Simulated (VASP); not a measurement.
Set up this calculation in VASP 6.6.1, as the native input.

| Quantity | Value |
| --- | --- |
| Task | G0W0 quasiparticle levels |
| Functional | PBE |
| Potentials or basis | VASP PAW PBE potentials, release 64 (Se_GW, Mg_GW) |
| Cutoff | 450 eV |
| k mesh | 4 × 4 × 4 |
| Occupations | gaussian, width 0.01 eV |
| Spin | no spin polarisation |
| GW scheme | G0W0 |
| GW iterations | 1 |
| Cutoff of the response function | 170 |
| Frequency points | 50 |
| Empty bands | 30 |
| Further INCAR settings | ALGO = EVGW0; EDIFF = 1e-08; NBANDS = 34 |

The system is MgSe.

```xyz
2
Lattice="0.0000 2.7255 2.7255 2.7255 0.0000 2.7255 2.7255 2.7255 0.0000" Properties=species:S:1:pos:R:3 pbc="T T T"
Se    2.7255    2.7255    2.7255
Mg    0.0000    0.0000    0.0000
```

These files were run (other wordings do the same):

POSCAR

```
MgSe
1.0
    0.0000000000      2.7255000000      2.7255000000
    2.7255000000      0.0000000000      2.7255000000
    2.7255000000      2.7255000000      0.0000000000
Se Mg
1 1
Direct
    0.5000000000      0.5000000000      0.5000000000
    0.0000000000      0.0000000000      0.0000000000
```

INCAR.step1

```
PREC     = Accurate       # precision mode
ENCUT    = 450            # plane-wave cutoff, eV
EDIFF    = 1E-8           # SCF threshold, eV
ISMEAR   = 0              # smearing method
SIGMA    = 0.01           # smearing width, eV
LREAL    = False          # projectors in reciprocal space
LASPH    = True           # aspherical terms in the spheres
NELM     = 100            # most SCF steps
ALGO     = Normal         # electronic algorithm
LWAVE    = True           # write WAVECAR
LCHARG   = False          # write CHGCAR
GGA      = PE             # functional
```

INCAR.step2

```
PREC     = Accurate       # precision mode
ENCUT    = 450            # plane-wave cutoff, eV
EDIFF    = 1E-8           # SCF threshold, eV
ISMEAR   = 0              # smearing method
SIGMA    = 0.01           # smearing width, eV
LREAL    = False          # projectors in reciprocal space
LASPH    = True           # aspherical terms in the spheres
NELM     = 1              # most SCF steps
ALGO     = Exact          # electronic algorithm
LWAVE    = True           # write WAVECAR
LCHARG   = False          # write CHGCAR
GGA      = PE             # functional
NBANDS   = 34             # bands
LOPTICS  = True           # frequency-dependent dielectric function
ISTART   = 1
```

INCAR.step3

```
PREC     = Accurate       # precision mode
ENCUT    = 450            # plane-wave cutoff, eV
EDIFF    = 1E-8           # SCF threshold, eV
ISMEAR   = 0              # smearing method
SIGMA    = 0.01           # smearing width, eV
LREAL    = False          # projectors in reciprocal space
LASPH    = True           # aspherical terms in the spheres
ALGO     = EVGW0          # electronic algorithm
LWAVE    = False          # write WAVECAR
LCHARG   = False          # write CHGCAR
GGA      = PE             # functional
NELMGW   = 1            
NBANDS   = 34             # bands
ENCUTGW  = 170            # cutoff of the response function
NOMEGA   = 50             # frequency points
PRECFOCK = Fast         
ISTART   = 1            
NBANDSGW = 12
```

KPOINTS

```
Automatic mesh
0
Gamma
  4 4 4
```

Potentials or basis: VASP PAW PBE potentials, release 64 (Se_GW, Mg_GW).

Launch:

```console
$ cat potpaw_PBE.64/Se_GW/POTCAR potpaw_PBE.64/Mg_GW/POTCAR > POTCAR
$ cp INCAR.step1 INCAR
$ mpirun -np 1 vasp_std > vasp.out
$ cp INCAR.step2 INCAR
$ mpirun -np 1 vasp_std > vasp.out
$ cp INCAR.step3 INCAR
$ mpirun -np 1 vasp_std > vasp.out
```

Results of the run:

```json
{"Band gap on the k mesh, mean-field level": "1.77 eV, indirect (least direct gap 2.57 eV)", "Quasiparticle gap": "2.77 eV", "Least direct quasiparticle gap": "3.78 eV"}
```

Caveat: the k mesh is coarse (spacing up to 0.50 Å⁻¹), so the values aren't converged; bands, screening cutoff and mesh are small and nothing is extrapolated, so the quasiparticle values aren't converged.

Wall time 40 s on 1 thread of Intel(R) Xeon(R) Platinum 8559C (Emerald Rapids), on a shared host, peak memory 0.29 GiB.
